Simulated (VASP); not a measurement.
CdTe, 2 atoms in the cell. The structure is cubic, space group Fm-3m (No. 225). Conventional cell: a = 6.410 Å, b = 6.410 Å, c = 6.410 Å, α = 90.00°, β = 90.00°, γ = 90.00°. Around Te (site symmetry m-3m) lie 6 Cd at 3.21 Å. Cd (site symmetry m-3m) has 6 Te at 3.21 Å as nearest neighbours. The cell was built by a generator and needn't be a form met in nature.

| Property | Result |
| --- | --- |
| Program | VASP 6.6.1 |
| Task | relaxation of cell and atoms |
| Functional | LDA |
| Potentials or basis | VASP PAW LDA potentials, release 64 (Te, Cd) |
| Cutoff | 600 eV |
| k mesh | 10 × 10 × 10 |
| Occupations | gaussian, width 0.03 eV |
| Spin | no spin polarisation |
| Further INCAR settings | ALGO = Normal; EDIFF = 1e-06; IBRION = 2; EDIFFG = -0.01; NSW = 90; ISIF = 3 |

Potentials or basis: VASP PAW LDA potentials, release 64 (Te, Cd).

Launch:

```sh
$ cat potpaw_LDA.64/Te/POTCAR potpaw_LDA.64/Cd/POTCAR > POTCAR
$ mpirun -np 1 vasp_std > vasp.out
```

Hardware: 1 thread of Intel(R) Xeon(R) 6975P-C (Granite Rapids), with other jobs on the host.

Task: Estimate the wall time of this run.

Result: Run time: 35 s on 1 thread of Intel(R) Xeon(R) 6975P-C (Granite Rapids) (shared host), peak memory 0.22 GiB. Counts: scf iterations 30, k points 47, ion steps 3.
